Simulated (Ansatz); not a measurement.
GeTe:
```cif
data_GeTe
_chemical_formula_sum 'Ge1 Te1'
_space_group_name_H-M_alt 'P 1'
_space_group_IT_number 1
_cell_length_a 4.20695
_cell_length_b 4.20695
_cell_length_c 4.20695
_cell_angle_alpha 58.827
_cell_angle_beta 58.827
_cell_angle_gamma 58.827
loop_
_space_group_symop_operation_xyz
  'x, y, z'
loop_
_atom_site_label
_atom_site_type_symbol
_atom_site_fract_x
_atom_site_fract_y
_atom_site_fract_z
_atom_site_occupancy
Ge1 Ge 0.23785 0.23785 0.23785 1
Te1 Te 0.76215 0.76215 0.76215 1
```

Relaxed with LDA.

Q: Decompose the optical modes at the zone centre into irreducible representations, and say which are infrared and Raman allowed.

A: Point group 3m: Γ_opt = A1 + E. Infrared: A1, E. Raman: A1, E.

Q: Assign frequencies (DFPT, plane-wave PAW LDA (Ansatz code); without the LO–TO term).

A: E 75, A1 126 cm⁻¹.

Space group R3m. The cell was relaxed with LDA under the symmetry of its start; of distortions, only those at the zone centre were tested. Spin–orbit coupling is left out wherever it is not named.

Potentials: the later of the program's two PAW sets.
